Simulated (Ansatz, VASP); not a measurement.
Two plane-wave programs on C

File INCAR:

```
ALGO = Normal
EDIFF = 1E-6
ENCUT = 520
GGA = PE
ISIF = 2
ISMEAR = -1
LASPH = True
LCHARG = True
LELF = True
LREAL = False
LVHAR = True
LWAVE = False
NBANDS = 8
NELM = 80
PREC = Accurate
SIGMA = 0.1
```

File KPOINTS:

```
k-points
0
Gamma
  25 25 25
```

POSCAR

```
C
1.0
   -1.1244585367      1.1244585367      1.1244585367
    1.1244585367     -1.1244585367      1.1244585367
    1.1244585367      1.1244585367     -1.1244585367
C
1
Direct
    0.0000000000      0.0000000000      0.0000000000
```

Input for Ansatz:

```yaml
crystal:
  lattice:
    - [-1.1244585367, 1.1244585367, 1.1244585367]
    - [1.1244585367, -1.1244585367, 1.1244585367]
    - [1.1244585367, 1.1244585367, -1.1244585367]
  atoms:
    - { symbol: C, position: [0.0, 0.0, 0.0] }
kpoints:
  mp_grid: { grid: [25, 25, 25] }
scf:
  occupations: { method: fermi_dirac, width: 0.1 }
hamiltonian:
  xc: pbe
  pseudopotentials: { kind: paw, core: large }
output:
  forces: true
  stress: true
  eigenvalues: true
```

Change from the starting cell: volume scaled by 0.85, PAW files, core large.

Alike in both runs: task single point; functional PBE; k mesh 25 × 25 × 25; occupations fermi-dirac, width 0.1 eV; no spin polarisation.

|  | VASP | Ansatz |
| --- | --- | --- |
| version | VASP 6.6.1 | Ansatz 0.2.0 |
| potentials or method | VASP PAW PBE potentials, release 64 (C) | PAW with other files of Ansatz's library (core large), scalar-relativistic |
| plane-wave cutoff (eV) | 520 | 420 |
| valence electrons in the cell | 4 | 4 |

Ansatz gave:

```
pressure (GPa) : 41.9
```

Which values does VASP return?

Pressure (GPa): 42.2.

Caveats: so large a pressure means that the cell lies far from this level's equilibrium, or that cutoff or potentials fall short (VASP).
